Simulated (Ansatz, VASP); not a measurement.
**One calculation of RbBr, two programs**

```
CELL_PARAMETERS angstrom
3.96751 0.00000 0.00000
0.00000 3.96751 0.00000
0.00000 0.00000 3.96751
ATOMIC_POSITIONS crystal
Rb 0.00000 0.00000 0.00000
Br 0.50000 0.50000 0.50000
```

Alike in both runs: functional LDA; k mesh 6 × 6 × 6; occupations gaussian, width 0.02 eV; no spin polarisation.

Ansatz relaxed the structure, and its values are those at the end. VASP's run is a single point on that final structure, the one shown.

```csv
,VASP,Ansatz
version,VASP 6.6.1,Ansatz 0.2.0
potentials or method,"VASP PAW LDA potentials, release 64 (Rb_sv, Br)","scalar-relativistic, plane waves, PAW"
plane-wave cutoff (eV),520,420
valence electrons in the cell,16,16
```

VASP gave:

| Quantity | Value |
| --- | --- |
| gap on the k mesh at the Fermi level (eV) | 4.13 |
| least direct gap on the mesh (eV) | 4.28 |
| pressure (GPa) | 0.1 |

Estimate Ansatz's values.

gap on the k mesh at the Fermi level (eV): 4.11; least direct gap on the mesh (eV): 4.27; pressure (GPa): 0.0.

A k mesh can miss the band edges. As with any semilocal functional, this LDA gap is likely too small.
